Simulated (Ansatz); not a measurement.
Crystal: Au.

```
Au
1.0
     0.00000    2.03500    2.03500
     2.03500    0.00000    2.03500
     2.03500    2.03500    0.00000
Au
1
Cartesian
  0.0000 0.0000 0.0000
```

Base run:

```yaml
Program: Ansatz 0.2.0
Functional: PBE
Potentials_or_basis: PseudoDojo standard (PBE files)
Cutoff: 1034 eV
Density_cutoff: 4136 eV
k_mesh: 11 × 11 × 11
Occupations: fermi-dirac, width 0.05 eV
Spin: no spin polarisation
```

Its results: band gap on the k mesh none (metal or under the smearing width); pressure 10.3 GPa.

Task: The run is repeated on the same cell with these changes: potentials or basis from PseudoDojo standard (PBE files) to SPMS NC; cutoff from 1034 eV to 517 eV (not typed: the program's choice for these potentials). What comes out?

Result: Band gap on the k mesh none (metal or under the smearing width); pressure 10.9 GPa.

Caveats: spin-orbit coupling is left out, which moves the levels of the heavy elements.
